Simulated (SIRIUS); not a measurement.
The system is BP.

```
CELL_PARAMETERS angstrom
3.19814 0.00000 0.00000
-1.59907 2.76967 0.00000
0.00000 0.00000 6.97390
ATOMIC_POSITIONS crystal
B 0.66667 0.33333 0.00000
B 0.33333 0.66667 0.50000
P 0.33333 0.66667 0.00000
P 0.00000 0.00000 0.50000
```

The cell was built by a generator and needn't be a form met in nature.

Base run:

| Quantity | Value |
| --- | --- |
| Program | SIRIUS 7.10.0 |
| Functional | RPBE |
| Potentials or basis | PseudoDojo 0.4.1 PBE standard (scalar relativistic) |
| Cutoff | 1054 eV |
| Density cutoff | 4214 eV |
| k mesh | 7 × 7 × 3 |
| Occupations | fermi-dirac, width 0.05 eV |
| Spin | no spin polarisation |

Its results: band gap on the k mesh 0.88 eV; pressure 3.6 GPa.

Q: After a change of settings the same cell gave: band gap on the k mesh 0.85 eV; pressure 2.6 GPa. Which change was it?
A. functional from RPBE to XLYP; libxc names from ["XC_GGA_X_RPBE", "XC_GGA_C_PBE"] to ["XC_GGA_XC_XLYP"]
B. functional from RPBE to BLYP; libxc names from ["XC_GGA_X_RPBE", "XC_GGA_C_PBE"] to ["XC_GGA_X_B88", "XC_GGA_C_LYP"]
C. functional from RPBE to LDA; libxc names from ["XC_GGA_X_RPBE", "XC_GGA_C_PBE"] to ["XC_LDA_X", "XC_LDA_C_PW"]
D. functional from RPBE to PW91; libxc names from ["XC_GGA_X_RPBE", "XC_GGA_C_PBE"] to ["XC_GGA_X_PW91", "XC_GGA_C_PW91"]

A: D.

Caveats: the potentials were made for another functional, which shifts forces and pressure; an odd mesh through Γ misses points on the zone boundary, where band edges often lie; this functional lacks dispersion, which binds the layers, so the pressure and a relaxed spacing across them are unreliable.

Runs at the PBE level aren't shown here.
